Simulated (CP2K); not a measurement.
# Cu under changes of volume

One of the cells (11.810 Å³/atom); the others are scaled copies at fixed shape and fractional positions:

```
CELL_PARAMETERS angstrom
2.55619 0.00000 0.00000
1.27810 2.21373 0.00000
1.27810 0.73791 2.08712
ATOMIC_POSITIONS crystal
Cu 0.00000 0.00000 0.00000
```

```yaml
Program: CP2K 2026.2
Functional: LDA
Potentials_or_basis: GTH_POTENTIALS Cu GTH-PADE-q11; TZVP-MOLOPT-PBE-GTH basis
Density_cutoff: 6123 eV
k_mesh: 13 × 13 × 13
Occupations: fermi-dirac, width 0.05 eV
Spin: no spin polarisation
```

```tsv
volume (Å³/atom)	energy over the lowest point (meV/atom)	pressure (GPa)
11.102	0.00	-0.5
11.338	3.35	-4.1
11.574	11.83	-7.3
11.810	24.71	-10.1
12.047	41.52	-12.6
12.283	?	?
12.519	84.96	-16.7
```

What does the run at 12.283 Å³/atom give?

Energy over the lowest point 61.74 meV/atom; pressure -14.8 GPa.

Worked out: A Birch-Murnaghan fit of order 3 (a polynomial in V^(-2/3)) to the other rows has its minimum at 11.08 Å³/atom, just outside them, with B0 = V·E''(V) = 185 GPa and B' = 5.0. It gives 61.75 meV/atom at 12.283 Å³/atom, against the run's 61.74, and -dE/dV = -14.8 GPa, against -14.8.

Energies are extrapolated to zero smearing.

Caveats: the basis of atomic orbitals isn't converged, which shifts pressures, moduli and gaps.
